## Four arrows for the lowest band of silicon

Point 2 looks wrong. Order the points of the table by their distance from the zone centre, point 1, and the lowest level rises at every step as long as point 2 is left out. Put it back and the order breaks. Point 2 lies farther out than point 3, yet its level is deeper, at -9.64 eV against -9.48 eV. It is exactly as far out as point 5, yet lies 0.73 eV below it.

Silicon in the diamond structure (two-atom cell), computed with ABINIT 10.8.3: plane-wave DFT, PBEsol, PseudoDojo NC SR PBEsol v0.4.1 standard pseudopotentials, no spin-orbit coupling. The cutoff is 489.805 eV, the k mesh 6×6×6, the Fermi-Dirac smearing 0.05 eV. Levels are counted from the valence top and numbered downwards from the gap, under 1 being the highest filled level.

| point a (reciprocal cell vector) | point b (reciprocal cell vector) | point c (reciprocal cell vector) | level point (row) | level under 4 (eV) | level under 3 (eV) | level under 2 (eV) | level under 1 (eV) |
| --- | --- | --- | --- | --- | --- | --- | --- |
| 0.0000 | 0.0000 | 0.0000 | 1 | -11.986 | 0.000 | 0.000 | 0.000 |
| 0.5000 | 0.0000 | 0.0000 | 2 | -9.641 | -7.015 | -1.206 | -1.206 |
| 0.5000 | 0.1667 | 0.0000 | 3 | -9.484 | -6.640 | -2.810 | -1.792 |
| -0.1667 | 0.1667 | 0.0000 | 4 | -11.034 | -3.735 | -2.451 | -0.568 |
| 0.5000 | 0.3333 | 0.0000 | 5 | -8.909 | -6.578 | -3.680 | -2.576 |
| -0.3333 | 0.3333 | 0.0000 | 6 | -8.708 | -6.787 | -4.473 | -2.130 |
| -0.3333 | 0.5000 | 0.1667 | 7 | -7.708 | -7.708 | -3.693 | -3.693 |

The columns point a, point b and point c fix a wave in the crystal, and they also give its distance from the centre. In units of $2\pi$ over the edge of the cubic cell, the squared distance is

$$k^2 = 3(a^2+b^2+c^2) - 2(ab+bc+ca).$$

Whole numbers may be added to $a$, $b$ and $c$ without changing the wave, and the smallest $k^2$ counts. Points 2 and 5 both give 3/4, and point 3 gives 2/3. The lowest level is the column level under 4, since silicon has four filled levels at each point, and energies are counted from the top of the valence band.

Distance is the natural measure for a free electron, whose energy depends only on how short its wave is. An electron in silicon also meets atoms, each tied to four neighbours in four definite directions. A better measure has to ask what the wave does to these four bonds.

### Two limits

Take one round, s-like orbital on every atom. If the wave has the same sign on two bonded atoms, charge gathers between them and the energy falls. If the signs are opposite, the energy rises. Between these cases the wave is shifted by a part of a cycle from one atom to the next, and the effect of the bond lies between the full gain and the full loss.

The three coordinates say how large the shifts are. Of the four neighbours of an atom, one can be taken in the same cell and the other three in adjacent cells. Relative to the first bond, the other three are shifted by $360^\circ$ times $a$, $b$ and $c$. Draw each bond as an arrow of length one, turned by its angle, and join the four arrows head to tail. The distance from start to finish is called $S$ here, and it measures how well the four bonds work together.

At the zone centre all angles are zero. The four arrows point the same way, $S$ is 4, and every bond gains the full amount. This is the bottom of the band, at -11.99 eV.

At point 7 the angles are $-120^\circ$, $180^\circ$ and $60^\circ$, beside the $0^\circ$ of the first bond. The arrows form two opposite pairs, so $S$ is 0, and what the atom gains in one bond it loses in another. Bonding and antibonding combinations then have the same energy. In the table the two lowest levels do coincide there, at -7.71 eV. The symmetry of the crystal demands this, so it illustrates the picture without testing it.

### Why point 2 lies so deep

The wave of point 2 runs along one of the bonds. Its angles are $180^\circ$, $0^\circ$ and $0^\circ$, so it reverses one bond and leaves the other three in step. Three arrows forward and one back give $S=2$.

The wave of point 5 is just as short, but it runs nearly along a cube edge. Seen from an atom in that direction, two bonds lean forward and two lean back, and the wave sets one pair against the other. With angles of $180^\circ$, $120^\circ$ and $0^\circ$, one arrow cancels the first bond. The remaining two stand $120^\circ$ apart and add up to a length of only 1. Point 5 has therefore lost more of its bonding than point 2, and its level is higher.

Point 3 falls into place in the same way. One of its arrows is reversed and another is turned by $60^\circ$, which leaves $S=\sqrt{3}$, a little less than the 2 of point 2. Sorted by $S$ instead of by distance, the lowest level rises each time $S$ falls, with point 2 included. This ordering needs no constants at all.

Close to the zone centre the two measures agree. The arrows have only begun to fan out, and $S$ drops with the square of the distance, equally in every direction. The direction of the wave begins to matter farther out, where single bonds are reversed.

### The rule and two estimates

The energy follows from the two atoms of the cell. Let $E_0$ be the level of an orbital whose bonds cancel, and $V$ the gain from one bond in step. Each atom feels the other through the sum of the four arrows, so the two levels satisfy

$$(E-E_0)^2 = V^2S^2, \qquad E_{\text{lowest}} = E_0 - V S.$$

The two limits supply the constants. Point 7 gives $E_0=-7.708$ eV. The drop from there to point 1, shared among four arrows, gives $V=(11.986-7.708)/4=1.070$ eV. The other five points played no part in this.

Take point 4 first, with coordinates $-1/6$, $1/6$ and 0. The angles are $-60^\circ$, $60^\circ$ and $0^\circ$. Two arrows point straight ahead and contribute 2. The other two contribute one half each, while their sideways parts cancel, so $S=3$ and

$$E = -7.708 - 3\times 1.070 = -10.92\ \text{eV}.$$

The calculation gives -11.03 eV, so the estimate is about 0.1 eV too high.

For point 2, with $S=2$, the rule gives $-7.708-2\times1.070=-9.85$ eV. The calculated level is -9.64 eV, and the estimate is 0.2 eV too low. The point that prompted the rule is thus the one it describes worst. The rule puts it on the correct side of points 3 and 5 but exaggerates the effect: it separates points 2 and 5 by a full $V$, where the table has 0.73 eV.

### How good the rule is

Over the five points that did not set the constants, the estimate differs from the calculated level by 0.12 eV on average. The largest miss, at point 2, is about 5% of the rise from point 1 to point 7. That is enough to sketch the band, or to notice a point that has been given the wrong coordinates. Differences of a tenth of an electronvolt are beyond it.

A free electron started at the bottom of the band does much worse. Its energy climbs too fast, and at point 2 it ends up 1.5 eV too high. If the parabola is allowed to choose its start and its steepness by least squares over all seven points, its typical (root-mean-square) error falls to 0.21 eV. A straight line in $S$, fitted in the same way with the same number of constants, has half that error. No parabola, however steep, can separate points 2 and 5.

The arrow rule has a blind spot of its own. Points 5 and 6 both have $S=1$ and receive the same estimate, but their calculated levels differ by 0.20 eV. Wherever two waves share the same $S$, an uncertainty of this size should be kept in mind.

### Where the rule stops

The equation for $E$ has a second solution, $E_0+VS$, in which the two atoms work against each other. It is tempting to use it for the second level, the column level under 3. At points 5 and 6, where the bonds nearly cancel, it is right to within 0.15 eV. At point 2 it is already 1.4 eV too high.

At the zone centre it fails altogether. The formula predicts a level at $-7.708+4\times1.070=-3.43$ eV, but the table has no level there between the bottom of the band and its top at zero. The top is a group of three equal levels, and one s orbital per atom cannot produce three of anything. These levels come from the three p orbitals of each atom, in their bonding combination. The antibonding s combination lies higher still, among the empty levels, as is well known for silicon.

This also tells what $V$ is. At the centre the two s combinations are more than 12 eV apart, whereas the rule would place them $8V$, or 8.6 eV, apart. The true coupling between s orbitals must therefore be stronger than $V$. The lowest band rises less than that coupling would suggest because p orbitals mix into it. Symmetry forbids this mixing at the centre and allows it elsewhere, and the p levels above then press the lowest level down. So $E_0$ and $V$ are working constants for this band, and they should not be read as properties of a silicon atom.

It may seem odd that a rule built on s orbitals survives so much mixing. Theory offers a reason. Give each atom four sp³ hybrids, one pointing along each bond, and let a hybrid interact only with its partner in the bond and with the other hybrids on its own atom. The lowest band then contains both s and p character, yet its energy still depends on the wave through $S$ alone, along a gently bent curve in place of a straight line. In that model points 5 and 6 would coincide. Their separation must come from interactions that it leaves out. These include couplings between hybrids on bonded atoms that do not point at each other, and couplings between atoms farther apart. The table cannot tell which of them matters more.

The rule should therefore be kept to the lowest level, where it can be used at any point of the zone. The centre of the square face, with coordinates 1/2, 1/2 and 0, makes a good exercise. Two arrows point forward and two back, so $S=0$, and the lowest level should lie near -7.7 eV, with an error of perhaps 0.2 eV. For the upper valence levels, the empty levels and the band gap, p orbitals have to be included from the start.
